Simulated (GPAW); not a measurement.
Runs of GPAW 26.7.0 on SiC. Symmetry: P6_3mc, No. 186, hexagonal system. The conventional cell has a = 3.076 Å, b = 3.076 Å, c = 10.071 Å, α = 90.00°, β = 90.00°, γ = 120.00°. Around Si (site symmetry 3m) lie 4 C at 1.88 to 1.89 Å. Around Si (site symmetry 3m) lie 4 C at 1.88 to 1.89 Å. C (site symmetry 3m) is surrounded by 4 Si at 1.88 to 1.89 Å. Around C (site symmetry 3m) lie 4 Si at 1.88 to 1.89 Å. The cell is a database's computed one.

```tsv
task	level	potentials or basis	cell	optimizer	fmax	max steps	eigensolver	band path	gap on the mesh (eV)	pressure (GPa)	relaxed volume (Å³/atom)	largest force (eV/Å)
relaxation of cell and atoms	PBEsol+D4	PAW data sets generated in the run's folder for this functional, pw	relaxed	BFGS	0.02 eV/Å	100	-	-	2.11	0.0	10.28	0.01
relaxation of cell and atoms	BP86+D3	PAW data sets generated in the run's folder for this functional, pw	relaxed	FIRE	0.02 eV/Å	40	-	-	(a)	0.2	10.44	-
relaxation of cell and atoms	RPBE	the program's PAW data sets (release 1.2.1) made for this functional, pw	relaxed	LBFGS	0.02 eV/Å	40	-	-	2.23	0.0	10.72	0.01
band structure	BLYP	PAW data sets generated in the run's folder for this functional, pw	as given	-	-	-	davidson	GMKGALHA,LM,KH	2.53	(b)	-	0.01
```

Alike in all rows: no spin polarisation; k mesh 6 × 6 × 2; cutoff (eV) 800; smearing fermi-dirac 0.05 eV.

Problem. Fill in the values left out.

Solution. (a) 2.30; (b) 9.4.

Caveats: later steps reuse the first step's grids (some runs).

A k mesh can miss the band edges.

Runs at the PBE level aren't shown here.
